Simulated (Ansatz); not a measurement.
# NaH: the cost of one run

Method: DFT PBE, scalar-relativistic, plane waves, PAW, in Ansatz 0.2.0.

### 1 The structure to begin with

It takes space group Pm-3m (No. 221, cubic). The conventional cell has a = 2.955 Å, b = 2.955 Å, c = 2.955 Å, α = 90.00°, β = 90.00°, γ = 90.00°. Around Na (site symmetry m-3m) lie 8 H at 2.56 Å. Around H (site symmetry m-3m) lie 8 Na at 2.56 Å.

As a file:

```cif
data_structure
_symmetry_space_group_name_H-M 'Pm-3m'
_symmetry_Int_Tables_number 221
_cell_length_a 2.9551
_cell_length_b 2.9551
_cell_length_c 2.9551
_cell_angle_alpha 90.000
_cell_angle_beta 90.000
_cell_angle_gamma 90.000
_cell_volume 25.81
loop_
_atom_site_label
_atom_site_type_symbol
_atom_site_symmetry_multiplicity
_atom_site_Wyckoff_symbol
_atom_site_fract_x
_atom_site_fract_y
_atom_site_fract_z
_atom_site_occupancy
Na1 Na 1 b 0.50000 0.50000 0.50000 1
H1 H 1 a 0.00000 0.00000 0.00000 1
```

The structure comes from the Materials Project (structure only).

### 2 A change within a subgroup

The change: strain xx, yy, zz, yz, xz, xy = -0.8, -2.3, -0.8, -1.0, -0.3, +1.0 %; atoms moved by 0.06 Å root mean square, at most 0.06 Å.

The input, input.yaml:

```yaml
crystal:
  lattice:
    - [2.9312170468, 0.0288420102, -0.0077719761]
    - [0.0288420102, 2.8868901868, -0.0288420102]
    - [-0.0077719761, -0.0288420102, 2.9312170468]
  atoms:
    - { symbol: Na, position: [0.0121730697, 0.0107644626, -0.0121730697] }
    - { symbol: H, position: [0.4878269303, 0.4892355374, 0.5121730697] }
basis:
  ecutwfc: 420
kpoints:
  mp_grid: { grid: [10, 10, 10] }
hamiltonian:
  xc: pbe
scf:
  occupations: { method: gaussian, width: 0.02 }
output:
  forces: true
  stress: true
  eigenvalues: true
  populations: true
```

On the command line:

```sh
ansatz run input.yaml --threads 1 --pin off --max-ram 1331MiB --backend cpu --events-out ev --progress --plain --runs-dir out
```

What time and memory should one allow on 1 thread of an x86-64 CPU, shared host?

About 7.4 s, with a peak of 0.37 GiB.
